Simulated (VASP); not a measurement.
The system is SnSe.

```
Sn Se
1.0
     3.18210    0.00000    0.00000
     0.00000    3.18210    0.00000
     0.00000    0.00000    3.18210
Sn Se
1 1
Cartesian
  1.5911 1.5911 1.5911
  0.0000 0.0000 0.0000
```

Measurements of this composition are mostly on another form, of space group No. 62.

| Quantity | Value |
| --- | --- |
| Program | VASP 6.6.1 |
| Task | relaxation of cell and atoms |
| Functional | PBEsol |
| Potentials or basis | VASP PAW PBE potentials, release 64 (Sn_d, Se) |
| Cutoff | 600 eV |
| k mesh | 8 × 8 × 8 |
| Occupations | gaussian, width 0.03 eV |
| Spin | no spin polarisation |

At the start: pressure 51.7 GPa; volume 16.11 Å³/atom.

Problem. Where does the relaxation end?

Solution. Over 5 steps the energy falls by 820.4 meV/atom and the volume is 23.46 Å³/atom (+45.6 %); space group Pm-3m (No. 221, to 0.05 Å).

Step by step:
| step | energy change (eV) | largest force (eV/Å) | pressure (GPa) | volume (Å³) |
| --- | --- | --- | --- | --- |
| 1 | 0.0000 | 0.0000 | 51.75 | 32.22 |
| 2 | -1.0422 | 0.0000 | -9.38 | 63.09 |
| 3 | -1.6408 | 0.0000 | 0.09 | 46.83 |
| 4 | -1.6406 | 0.0000 | -0.27 | 47.16 |
| 5 | -1.6408 | 0.0000 | -0.03 | 46.92 |

Final structure:
```yaml
crystal:
  lattice:
    - [3.60684, 0.00000, 0.00000]
    - [0.00000, 3.60684, 0.00000]
    - [0.00000, 0.00000, 3.60684]
  atoms:
    - { symbol: Sn, position: [0.50000, 0.50000, 0.50000] }
    - { symbol: Se, position: [0.00000, 0.00000, 0.00000] }
```

Caveat: the volume moved by over 15 % at a fixed basis, so the end points are rough; the PAW data sets were made with another functional, which shifts forces and pressure a little.
